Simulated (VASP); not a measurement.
Crystal: Bi.

```
Bi
1.0
    -1.98143    1.98143    1.98143
     1.98143   -1.98143    1.98143
     1.98143    1.98143   -1.98143
Bi
1
Direct
  0.00000 0.00000 0.00000
```

This isn't the form of Bi at room conditions, which is rhombohedral.

```yaml
Program: VASP 6.6.1
Task: relaxation of cell and atoms
Functional: PBE
Dispersion: D3(BJ)
Potentials_or_basis: VASP PAW PBE potentials, release 64 (Bi_d)
Cutoff: 600 eV
k_mesh: 16 × 16 × 16
Occupations: gaussian, width 0.1 eV
Spin: no spin polarisation
```

At the start: pressure -1.7 GPa; volume 31.12 Å³/atom.

How do energy, volume and symmetry change on relaxing?

Over 3 steps the energy falls by 6.0 meV/atom and the volume is 30.07 Å³/atom (-3.3 %); space group Im-3m (No. 229, to 0.05 Å).

Step by step:
```tsv
step	energy change (eV)	largest force (eV/Å)	pressure (GPa)	volume (Å³)
1	0.0000	0.0000	-1.75	31.12
2	-0.0046	0.0000	0.92	29.61
3	-0.0060	0.0000	0.03	30.07
```

Final structure:
```yaml
crystal:
  lattice:
    - [-1.95906, 1.95906, 1.95906]
    - [1.95906, -1.95906, 1.95906]
    - [1.95906, 1.95906, -1.95906]
  atoms:
    - { symbol: Bi, position: [0.00000, 0.00000, 0.00000] }
```

Caveat: pairwise dispersion overbinds metals, which lowers pressure and volume.
